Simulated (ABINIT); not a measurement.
Crystal: WC (Qusongite).

```
W C
1.0
     2.90650    0.00000    0.00000
    -1.45325    2.51710    0.00000
     0.00000    0.00000    2.83660
W C
1 1
Direct
  0.00000 0.00000 0.00000
  0.66667 0.33333 0.50000
```

Program: ABINIT 10.8.3 (patched build). Alike in all runs: task single point; no spin polarisation; cell as given; k mesh 8 × 8 × 7; smearing fermi-dirac 0.05 eV.

Task: Order these runs on this cell by their pressure, lowest first.
A. level LDA; potentials or basis JTH PAW LDA v2.0; cutoff (eV) 435; fine-grid cutoff 870.764 eV
B. level PBE; potentials or basis PseudoDojo NC SR PBE v0.5 stringent; cutoff (eV) 1007
C. level PBEsol; potentials or basis PseudoDojo NC SR PBEsol v0.4.1 standard; cutoff (eV) 1007

Result: A (-10.8 GPa), C (-3.5 GPa), B (5.4 GPa).
